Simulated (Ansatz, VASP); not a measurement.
**GaP in two plane-wave programs**

Wanted: the spread between two codes on one cell, functional and k mesh. The cell is a member of a volume series, scaled by 0.97 from a relaxed one, so a pressure remains.

Calculated with Ansatz 0.2.0; plane waves, with VASP 6.6.1 beside it; single point at LDA and single point at r2SCAN.

**1. The structure**

Symmetry: F-43m, No. 216, cubic system. Conventional cell: a = 5.339 Å, b = 5.339 Å, c = 5.339 Å, α = 90.00°, β = 90.00°, γ = 90.00°. Ga has 4 P at 2.31 Å nearest. P has 4 Ga at 2.31 Å nearest. Farther neighbours are not listed.

As a file:

```cif
data_structure
_symmetry_space_group_name_H-M 'F-43m'
_symmetry_Int_Tables_number 216
_cell_length_a 5.3391
_cell_length_b 5.3391
_cell_length_c 5.3391
_cell_angle_alpha 90.000
_cell_angle_beta 90.000
_cell_angle_gamma 90.000
_cell_volume 152.19
loop_
_atom_site_label
_atom_site_type_symbol
_atom_site_symmetry_multiplicity
_atom_site_Wyckoff_symbol
_atom_site_fract_x
_atom_site_fract_y
_atom_site_fract_z
_atom_site_occupancy
Ga1 Ga 4 a 0.00000 0.00000 0.00000 1
P1 P 4 c 0.25000 0.25000 0.25000 1
```

**2. VASP: single point, LDA, volume scaled by 0.97**

With cell and atoms fixed, the geometry can't cause a difference; cores, projectors, grids and the points listed under the comparison can.

Lines of VASP's logs that name or quote its potential files are left out, and so is its time.

The input asks for a relaxation, which ended at its first step since no free force or stress exceeded the threshold; so it serves as a single point.

The input, INCAR:

```
SYSTEM = GaP
PREC = Accurate
ENCUT = 500
EDIFF = 1E-07
NELM = 100
ISMEAR = 0
SIGMA = 0.03
LREAL = .FALSE.
ALGO = Normal
GGA = CA
NBANDS = 15
LORBIT = 11
LWAVE = .FALSE.
LCHARG = .FALSE.
KPAR = 4
IBRION = 2
NSW = 50
ISIF = 4
EDIFFG = -0.002
```

The input, POSCAR:

```
GaP
1.0
    0.0000000000      2.6695344808      2.6695344808
    2.6695344808      0.0000000000      2.6695344808
    2.6695344808      2.6695344808      0.0000000000
Ga P
1 1
Direct
    0.0000000000      0.0000000000      0.0000000000
    0.7500000000      0.7500000000      0.7500000000
```

The input, KPOINTS:

```
Automatic mesh
0
Gamma
8 8 8
0 0 0
```

Potentials, in the order of the species: Ga_d and P (LDA family, release 64).

Command:

```sh
> mpirun -np 4 vasp_std
```

Numbers of over 12 decimals in the logs are rounded to 6 here.

The log of the run:

```text
[banner, memory and clock lines left out]
running    4 mpi-ranks, on    1 nodes
 distrk:  each k-point on    1 cores,    4 groups
 distr:  one band on    1 cores,    1 groups

 POSCAR found type information on POSCAR GaP
 POSCAR found :  2 types and       2 ions
 LDA part: xc-table for (Slater(with rela. corr.)+CA(PZ))
 , standard interpolation
 POSCAR, INCAR and KPOINTS ok, starting setup
 FFT: planning ... GRIDC
 FFT: planning ... GRID_SOFT
 FFT: planning ... GRID
 WAVECAR not read
 entering main loop
       N       E                     dE             d eps       ncg     rms          rms(c)
DAV:   1     0.774365966758E+02    0.77437E+02   -0.88975E+03   902   0.170E+03
DAV:   2    -0.484369496094E+01   -0.82280E+02   -0.78805E+02  1003   0.313E+02
DAV:   3    -0.106974380500E+02   -0.58537E+01   -0.58334E+01  1080   0.682E+01
DAV:   4    -0.107869821003E+02   -0.89544E-01   -0.89524E-01  1083   0.898E+00
DAV:   5    -0.107887869199E+02   -0.18048E-02   -0.18043E-02  1088   0.113E+00    0.465E+00
DAV:   6    -0.104989325953E+02    0.28985E+00   -0.39449E-01  1347   0.118E+01    0.302E+00
DAV:   7    -0.104446706288E+02    0.54262E-01   -0.10164E-01  1179   0.239E+00    0.111E+00
DAV:   8    -0.104400873548E+02    0.45833E-02   -0.12775E-02  1067   0.134E+00    0.231E-01
DAV:   9    -0.104400406894E+02    0.46665E-04   -0.10920E-03  1320   0.437E-01    0.646E-02
DAV:  10    -0.104400347896E+02    0.58997E-05   -0.56565E-05  1321   0.952E-02    0.247E-02
DAV:  11    -0.104400406360E+02   -0.58464E-05   -0.93241E-06  1152   0.463E-02    0.803E-03
DAV:  12    -0.104400404014E+02    0.23464E-06   -0.55301E-07  1032   0.885E-03    0.528E-03
DAV:  13    -0.104400403784E+02    0.22947E-07   -0.20587E-07  1006   0.474E-03
   1 F= -.10440040E+02 E0= -.10440040E+02  d E =-.104400E+02
 curvature:   0.00 expect dE= 0.000E+00 dE for cont linesearch  0.000E+00
 trial: gam= 0.00000 g(F)=  0.224E-46 g(S)=  0.418E-34 ort = 0.000E+00 (trialstep = 0.100E+01)
 search vector abs. value=  0.100E-09
 reached required accuracy - stopping structural energy minimisation
```

From OUTCAR (step 2):

```text
ion  position               nearest neighbor table
   1  0.000  0.000  0.000-   2 2.31   2 2.31   2 2.31   2 2.31
   2  0.750  0.750  0.750-   1 2.31   1 2.31   1 2.31   1 2.31

  LATTYP: Found a face centered cubic cell.
 ALAT       =     5.3390689616

 Subroutine GETGRP returns: Found 24 space group operations
 (whereof 24 operations were pure point group operations)

The static configuration has the point symmetry T_d .

 Found     29 irreducible k-points:

   k-points           NKPTS =     29   k-points in BZ     NKDIM =     29   number of bands    NBANDS=     15

   dimension x,y,z NGX =    28 NGY =   28 NGZ =   28
   dimension x,y,z NGXF=    56 NGYF=   56 NGZF=   56

   ENCUT  =  500.0 eV  36.75 Ry    6.06 a.u.   6.88  6.88  6.88*2*pi/ulx,y,z

   NELECT =      18.0000    total number of electrons

 k-points in reciprocal lattice and weights: Automatic mesh
   0.00000000  0.00000000  0.00000000       0.002
   0.12500000  0.00000000  0.00000000       0.016
   0.25000000  0.00000000  0.00000000       0.016
   0.37500000  0.00000000  0.00000000       0.016
   0.50000000  0.00000000  0.00000000       0.008
   0.12500000  0.12500000  0.00000000       0.012
   0.25000000  0.12500000  0.00000000       0.047
   0.37500000  0.12500000  0.00000000       0.047
   0.50000000  0.12500000  0.00000000       0.047
[...]
-0.37500000  0.50000000  0.12500000       0.023
  -0.25000000  0.50000000  0.25000000       0.012

 average (electrostatic) potential at core
       1 -65.9913       2 -84.0155

 E-fermi :   5.3560

 k-point     1 :       0.0000    0.0000    0.0000
  band No.  band energies     occupation
    ...
      5      -9.5440      2.00000
      6      -7.8273      2.00000
      7       5.1657      2.00000
      8       5.1657      2.00000
      9       5.1657      2.00000
     10       7.3218      0.00000
     11       8.9375      0.00000
     12       8.9375      0.00000
     13       8.9375      0.00000
     14      13.9409      0.00000
    ...

 k-point     2 :       0.1250    0.0000    0.0000
  band No.  band energies     occupation
    ...
      5      -9.5441      2.00000
      6      -7.6078      2.00000
      7       3.4801      2.00000
      8       4.9075      2.00000
      9       4.9075      2.00000
     10       7.7949      0.00000
     11       9.3201      0.00000
     12       9.3201      0.00000
     13       9.6710      0.00000
     14      14.3501      0.00000
    ...

 k-point     3 :       0.2500    0.0000    0.0000
  band No.  band energies     occupation
    ...
      5      -9.5426      2.00000
      6      -6.9842      2.00000
      7       1.0914      2.00000
      8       4.4325      2.00000
      9       4.4325      2.00000
     10       7.3831      0.00000
     11       9.8498      0.00000
     12       9.8498      0.00000
     13      11.6820      0.00000
     14      14.1529      0.00000
    ...

  Total        0.6962966      0.6962966      0.6962966      0.0000000      0.0000000      0.0000000
  in kB       29.3202917     29.3202917     29.3202917      0.0000000      0.0000000      0.0000000
  external PRESSURE =      29.3202917 kB  Pullay stress =       0.0000000 kB

  energy-cutoff  :      500.00
  volume of cell :       38.05
      direct lattice vectors                 reciprocal lattice vectors
     0.000000000  2.669534481  2.669534481    -0.187298573  0.187298573  0.187298573
     2.669534481  0.000000000  2.669534481     0.187298573 -0.187298573  0.187298573
     2.669534481  2.669534481  0.000000000     0.187298573  0.187298573 -0.187298573

 POSITION                                       TOTAL-FORCE (eV/Angst)
 -----------------------------------------------------------------------------------
      0.00000      0.00000      0.00000         0.000000      0.000000      0.000000
      4.00430      4.00430      4.00430        -0.000000     -0.000000     -0.000000
 -----------------------------------------------------------------------------------
    total drift:                               -0.000001     -0.000001     -0.000000

  FREE ENERGIE OF THE ION-ELECTRON SYSTEM (eV)
  ---------------------------------------------------
  free  energy   TOTEN  =       -10.4400403784 eV

  energy  without entropy=      -10.4400403784  energy(sigma->0) =      -10.44004038

 reached required accuracy - stopping structural energy minimisation

 total charge
# of ion       s       p       d       tot
------------------------------------------
    1        0.880   0.929  10.024  11.834
    2        1.021   1.554   0.000   2.575
--------------------------------------------------
tot          1.901   2.484  10.024  14.409

[... 3 further parts left out ...]
```

CONTCAR:

```
GaP
   1.00000000000000
     0.0000000000000000    2.6695344807999999    2.6695344807999999
     2.6695344807999999    0.0000000000000000    2.6695344807999999
     2.6695344807999999    2.6695344807999999    0.0000000000000000
  Ga              P
     1     1
Direct
     0.0000000000000000    0.0000000000000000    0.0000000000000000
     0.7500000000000000    0.7500000000000000    0.7500000000000000
```

The gap is read on the k-mesh alone, so it is an upper bound where the band edges lie off the mesh. The run keeps the 24 symmetry operations of its start, so it cannot find a distortion of lower symmetry.

**3. Ansatz: single point, LDA, volume scaled by 0.97**

Ansatz runs on its default PAW (the set named soft_2) files.

The same cell, functional (in two slightly different forms), mesh and smearing now go to Ansatz, which takes its cutoff from its data sets.

The input, input.yaml:

```yaml
crystal:
  lattice:
    - [0.0, 2.66953448, 2.66953448]
    - [2.66953448, 0.0, 2.66953448]
    - [2.66953448, 2.66953448, 0.0]
  atoms:
    - { symbol: Ga, position: [0.0, 0.0, 0.0] }
    - { symbol: P, position: [0.75, 0.75, 0.75] }
hamiltonian:
  xc: lda
  pseudopotentials: { kind: paw }
kpoints:
  mp_grid: { grid: [8, 8, 8] }
scf:
  occupations: { method: gaussian, width: 0.03 }
  n_extra_bands: 4
output:
  forces: true
  stress: true
  eigenvalues: true
```

Command:

```sh
> ansatz run input.yaml --threads 2 --pin off --max-ram 4608MiB --backend cpu --events-out ev --progress --plain --runs-dir out
```

The log of the run:

```text
scf.n_extra_bands = 4 over 9 filled bands (N_el = 18.0): the run solves 13 bands
Engine: ansatz 0.2.0, aarch64-unknown-linux-gnu
Pseudopotentials: kind: paw
Pseudopotential: Ga, paw, valence charge 13, recommended cutoff 420 eV (normal), Ga.paw.azcp
Pseudopotential: P, paw, valence charge 5, recommended cutoff 420 eV (normal), P.paw.azcp
Functional definition: SPW92
  exchange = slater_x
  correlation = pw_c
Crystal: 2 atoms, lattice volume = 38.048 Å³
Basis set: ecut = 420 eV, 725 PW (Γ)
Bands: 13, of which v1, the nominal top of the filled ones, is band 9 counted from 1 (8 counted from 0)
Symmetry: 24 space group operations
Space group: F-43m (ITA 216), of the structure as read, at distance tolerance 3.4e-5 Å
k-points: 29 of 512 (time reversal used)
Non-local potential: Ga, projectors of the file, l = 0: 2, l = 1: 2, l = 2: 3, l = 3: 1
Non-local potential: P, projectors of the file, l = 0: 2, l = 1: 2, l = 2: 2
PAW form: soft (Blöchl's): semilocal exchange-correlation on the pseudo side does not see the compensation charge
PAW frozen core: Ga, regenerated for the run's functional, and the local potential with it (the file was generated under x = pbe(κ = 0.804, μ = 0.219515), c = pbe(β = 0.066725))
PAW frozen core: P, regenerated for the run's functional, and the local potential with it (the file was generated under x = pbe(κ = 0.804, μ = 0.219515), c = pbe(β = 0.066725))
PAW one-centre angular grid: Ga, 590 points (default); XC on 64 Gauss nodes
PAW one-centre angular grid: P, 110 points (default); XC on 64 Gauss nodes
Initial density: superposition of atomic densities (neutral atoms: chi_scale 0, normalization atom), corrected by the library's trained network
Initial wavefunctions: pseudopotential atomic-orbital guess
Functional: x = slater, c = lda
SCF iter   1: F=—  HF=-4433.761603 eV  |F-HF|=—  |Δ(HF+E_count)|=         —  Δρ=6.47e-3  dr2=1.47e-2  ethr=1.77e-3  ⟨swp⟩=6.1  Hψ=2521  notcnv=0
preconditioner: auto → none  [insulator: Δε(μ)=1.313 eV  Ē_g=15.780 eV  σ=0.030 eV  W_gap=1.00  n_scr=14 (ndim 8)  ℏωp=25.5 eV  f_vac=0.006  D(μ)=0.00/eV (n_scr^D=0)  ε∞_Penn≈3.6]
SCF iter   2: F=—  HF=-4433.756382 eV  |F-HF|=—  |Δ(HF+E_count)|=   5.22e-3  Δρ=2.98e-3  dr2=1.37e-3  ethr=8.14e-5  ⟨swp⟩=3.0  Hψ=836  notcnv=0
SCF iter   3: F=—  HF=-4433.756067 eV  |F-HF|=—  |Δ(HF+E_count)|=   3.15e-4  Δρ=9.04e-4  dr2=2.32e-4  ethr=7.60e-6  ⟨swp⟩=2.0  Hψ=747  notcnv=0
SCF iter   4: F=—  HF=-4433.755976 eV  |F-HF|=—  |Δ(HF+E_count)|=   9.05e-5  Δρ=3.69e-4  dr2=2.23e-5  ethr=1.29e-6  ⟨swp⟩=2.0  Hψ=634  notcnv=0
SCF iter   5: F=—  HF=-4433.755968 eV  |F-HF|=—  |Δ(HF+E_count)|=   8.63e-6  Δρ=2.05e-5  dr2=1.09e-7  ethr=1.24e-7  ⟨swp⟩=2.0  Hψ=626  notcnv=0
SCF iter   6: F=-4433.755968 eV  HF=-4433.755968 eV  |F-HF|=4.21e-9  |Δ(HF+E_count)|=   1.78e-8  Δρ=3.99e-6  dr2=4.45e-9  ethr=5.56e-10  ⟨swp⟩=6.8  Hψ=1868  notcnv=0
SCF 1 converged in 6 iterations: F = -4433.755968 eV  dr2 = 4.45e-9
  greatest PAW one-centre occupation: 0.994 electrons in one spin orbital (limit 2), on the Ga atom at site 0 (counted from 0), in its partial waves of l = 2
SCF converged after 6 iterations
Free energy (F): -4433.755968 eV
Harris-Foulkes:  -4433.755968 eV  (|F-HF|=4.21e-9)
Internal energy: -4433.755968 eV  (E = F + TS)
E sigma→0 (E₀):  -4433.755968 eV
Fermi energy:    8.333501 eV
--- Per-component energies (eV) ---
  E_band       = -52.811607
  E_kinetic    = 188.676720
  E_local      = -2164.070702  (includes V_loc(G=0)·N_el)
  E_nonlocal   = 462.079878
  E_hartree    = 1001.512770
  E_xc         = -131.183016
  E_vxc        = -121.010311  (∫ρ·V_xc dr)
  E_paw        = -2452.576324  (= ΣΔE_a)
  E_vpaw       = -421.515322  (= ΣTr[D̂ρ^β])
  E_aug_tail   = -0.000133  (compensation charges beyond the density's cutoff)
  E_ewald      = -1340.040992
  E_core_change = 1.845831  (= ΣΔE_core)
  E_smearing   = -0.000000  (= −TS)
  E_closure    = -0.000000  (closes the sum)
  Σ components = -4433.755968   (vs F -4433.755968, Δ=0.00e0)
--- Forces (eV/Å), atoms counted from 1 ---
  atom   1  Ga    -0.00000000     0.00000000    -0.00000000
  atom   2  P      0.00000000    -0.00000000    -0.00000000
  max |Σ_I F_I| component: 2.22e-16 eV/Å
--- Stress (GPa, compression-positive) ---
        2.803664       0.000000      -0.000000
        0.000000       2.803664       0.000000
       -0.000000       0.000000       2.803664
  P = ⅓ Tr σ = 2.8037 GPa (28.037 kbar)
--- Band table (eV; the first three rows and the last of 29) ---
  k-point 0: bands = [... 5 lower, -5.3532, 7.6494, 7.6494, 7.6494, 9.7763, 11.4147, 11.4147, 11.4147]
  k-point 1: bands = [... 5 lower, -5.1337, 5.9583, 7.3911, 7.3911, 10.2592, 11.7961, 11.7961, 12.1428]
  k-point 2: bands = [... 5 lower, -4.5102, 3.5685, 6.9159, 6.9159, 9.8507, 12.3244, 12.3244, 14.1519]
  k-point 28: bands = [... 5 lower, -1.9372, 0.7291, 3.7260, 3.8645, 12.2545, 12.6777, 13.6371, 13.7910]
```

Run time: 1.7 s. Hardware: 2 threads of Arm Neoverse N1, shared host; peak memory 0.29 GiB; 3 s of CPU time.

The run ends at a pressure of 2.80 GPa.

**4. Side by side**

Known differences besides the potentials themselves: the two LDA forms differ slightly; the cutoff is 420 eV in Ansatz and 500 eV in VASP; VASP's log shows a relativistic correction to its local exchange, Ansatz's none. Total energies have different zeros and are not compared.

Compared:

```tsv
quantity	Ansatz	VASP	difference
pressure (GPa)	2.80	2.93	-0.13
pressure without Ansatz's Pulay correction (GPa)	2.75	2.93	-0.18
gap on the k mesh (eV)	1.368	1.367	+0.002
```

A gap on the mesh is an upper bound, since the band edges may lie between its points. Ansatz's pressure holds a Pulay correction of 0.05 GPa; VASP's holds none.

**5. Other set-ups**

Further runs change the set-up of one program: Ansatz's method, potentials or start, or VASP's data sets, cutoff or form of LDA. The table gives Ansatz less VASP for each quantity, since a change that brings one quantity closer may part another.

```tsv
run	pressure (GPa)	gap on the k mesh (eV)
as above	-0.13	0.0015
Ansatz's all-electron LAPW method	-0.11	0.0028
```

**6. VASP: single point, LDA, volume scaled by 1.03**

With cell and atoms fixed, the geometry can't cause a difference; cores, projectors, grids and the points listed under the comparison can. The cell compared in this pair holds 40.40 Å³, against 38.05 Å³ for the pair before.

The input asks for a relaxation, which ended at its first step since no free force or stress exceeded the threshold; so it serves as a single point.

INCAR is that of step 2.

The input, POSCAR:

```
GaP
1.0
    0.0000000000      2.7234790042      2.7234790042
    2.7234790042      0.0000000000      2.7234790042
    2.7234790042      2.7234790042      0.0000000000
Ga P
1 1
Direct
    0.0000000000      0.0000000000      0.0000000000
    0.7500000000      0.7500000000      0.7500000000
```

KPOINTS is that of step 2.

Command:

```sh
> mpirun -np 4 vasp_std
```

The log of the run:

```text
[... set-up lines as in an earlier step ...]
 entering main loop
       N       E                     dE             d eps       ncg     rms          rms(c)
DAV:   1     0.790829062328E+02    0.79083E+02   -0.90324E+03   886   0.168E+03
DAV:   2    -0.466557176001E+01   -0.83748E+02   -0.80132E+02   975   0.302E+02
DAV:   3    -0.106588485345E+02   -0.59933E+01   -0.59707E+01  1080   0.677E+01
DAV:   4    -0.107593994217E+02   -0.10055E+00   -0.10052E+00  1054   0.964E+00
[...]
DAV:  11    -0.104414331575E+02   -0.62198E-05   -0.83233E-06  1122   0.445E-02    0.680E-03
DAV:  12    -0.104414329791E+02    0.17839E-06   -0.49040E-07  1073   0.758E-03    0.472E-03
DAV:  13    -0.104414329555E+02    0.23614E-07   -0.19460E-07   954   0.448E-03
   1 F= -.10441433E+02 E0= -.10441433E+02  d E =-.104414E+02
[...]
reached required accuracy - stopping structural energy minimisation
```

Parts of OUTCAR (step 6):

```text
  Total       -0.6284246     -0.6284246     -0.6284246     -0.0000000      0.0000000      0.0000000
  in kB      -24.9207836    -24.9207836    -24.9207836     -0.0000000      0.0000000      0.0000000
  external PRESSURE =     -24.9207836 kB  Pullay stress =       0.0000000 kB

 POSITION                                       TOTAL-FORCE (eV/Angst)
 -----------------------------------------------------------------------------------
      0.00000      0.00000      0.00000         0.000000      0.000000      0.000000
      4.08522      4.08522      4.08522        -0.000000     -0.000000     -0.000000
 -----------------------------------------------------------------------------------
    total drift:                               -0.000001     -0.000001     -0.000000

  FREE ENERGIE OF THE ION-ELECTRON SYSTEM (eV)
  ---------------------------------------------------
  free  energy   TOTEN  =       -10.4414329555 eV

  energy  without entropy=      -10.4414329555  energy(sigma->0) =      -10.44143296

[... 2 parts as in an earlier step ...]

[... 2 further parts left out ...]
[key lines of the parts left out:]
E-fermi :   4.6470
```

**7. Ansatz: single point, LDA, volume scaled by 1.03**

The same cell, functional (in two slightly different forms), mesh and smearing now go to Ansatz, which takes its cutoff from its data sets.

The cell is a member of a volume series, scaled by 1.03 from a relaxed one, so a pressure remains.

input.yaml, the sections that differ from step 3:

```yaml
crystal:
  lattice:
    - [0.0, 2.723479, 2.723479]
    - [2.723479, 0.0, 2.723479]
    - [2.723479, 2.723479, 0.0]
  atoms:
    - { symbol: Ga, position: [0.0, 0.0, 0.0] }
    - { symbol: P, position: [0.75, 0.75, 0.75] }
# hamiltonian, kpoints, scf, output: as in step 3
```

Command:

```sh
> ansatz run input.yaml --threads 2 --pin off --max-ram 4608MiB --backend cpu --events-out ev --progress --plain --runs-dir out
```

The log of the run:

```text
[...]
Crystal: 2 atoms, lattice volume = 40.402 Å³
Basis set: ecut = 420 eV, 749 PW (Γ)
Bands: 13, of which v1, the nominal top of the filled ones, is band 9 counted from 1 (8 counted from 0)
Symmetry: 24 space group operations
[...]
k-points: 29 of 512 (time reversal used)
[...]
--- Band table (eV; the first three rows and the last of 29) ---
  k-point 0: bands = [... 5 lower, -5.6684, 6.8657, 6.8657, 6.8657, 8.4905, 10.6515, 10.6515, 10.6515]
  k-point 1: bands = [... 5 lower, -5.4657, 5.1876, 6.6308, 6.6308, 9.1557, 11.0045, 11.0045, 11.2069]
  k-point 2: bands = [... 5 lower, -4.8895, 2.9241, 6.1920, 6.1920, 8.8601, 11.5135, 11.5135, 13.0525]
  k-point 28: bands = [... 5 lower, -2.5639, 0.2124, 3.2354, 3.3824, 11.4550, 11.6359, 12.8297, 12.8659]
[key lines of the parts left out:]
SCF converged after 6 iterations
Free energy (F): -4433.755325 eV
Fermi energy:    7.609328 eV
P = ⅓ Tr σ = -2.5971 GPa (-25.971 kbar)
```

Elapsed: 1.8 s, on 2 threads; peak memory 0.29 GiB.

For the gap on the k-mesh, step 4 gave 1.37 eV; this run, with cell volume +6.2 %, gives 1.49 eV.

**8. Differences**

Compared:

```tsv
quantity	Ansatz	VASP	difference
pressure (GPa)	-2.60	-2.49	-0.11
gap on the k mesh (eV)	1.488	1.490	-0.002
```

A gap on the mesh is an upper bound, since the band edges may lie between its points. Ansatz's pressure holds a Pulay correction of 0.04 GPa; VASP's holds none.

**9. What the set-up changes**

Further runs change the set-up of one program: Ansatz's method, potentials or start, or VASP's data sets, cutoff or form of LDA. The table gives Ansatz less VASP for each quantity, since a change that brings one quantity closer may part another.

```tsv
run	pressure (GPa)	gap on the k mesh (eV)
as above	-0.11	-0.0021
Ansatz's all-electron LAPW method	-0.088	-0.0016
```

[end of part 1 of 2]

[Lines on the potential files, build, host, timing and source positions are cut from VASP's logs without a mark.]

[Logs are printed without paths, hosts, clocks, repeated set-up lines and the standing remarks that a program may print on its own settings, such as how far it seeks lower states.]

[Hosts, paths, dates, database ids (printed as entryN), source tags and the programs' standing remarks are cut or masked in the printed files.]
